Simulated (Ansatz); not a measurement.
# HfH2 under strain

All numbers below come from Ansatz 0.2.0, DFT PBEsol, scalar-relativistic, plane waves, PAW. (420 eV cutoff, 10×10×8 k-mesh, Gaussian smearing of 0.10 eV, no spin polarisation)

Reference structure (relaxed):

```
Hf H
1.0
     3.46427    0.00000    0.00000
     0.00000    3.46427    0.00000
     0.00000    0.00000    4.23767
Hf H
2 4
Direct
  0.00000 0.00000 0.00000
  0.50000 0.50000 0.50000
  0.00000 0.50000 0.25000
  0.50000 0.00000 0.25000
  0.50000 0.00000 0.75000
  0.00000 0.50000 0.75000
```

Deformation: all cell vectors scaled alike, the atoms relaxed, all within the symmetry that the strain leaves. Energies are extrapolated to zero smearing. On this cell's mesh the reference holds a stress of up to 0.36 GPa.

Spin–orbit coupling is left out, which can shift energies with elements as heavy as these.

(1) Give the structure at +3.0 %.

Results:

(1)
```
Hf H
1.0
     3.56820    0.00000    0.00000
     0.00000    3.56820    0.00000
     0.00000    0.00000    4.36480
Hf H
2 4
Direct
  0.00000 0.00000 0.00000
  0.50000 0.50000 0.50000
  0.00000 0.50000 0.25000
  0.50000 0.00000 0.25000
  0.50000 0.00000 0.75000
  0.00000 0.50000 0.75000
```
Space group I4/mmm (139), 31.0 meV/atom over the relaxed crystal.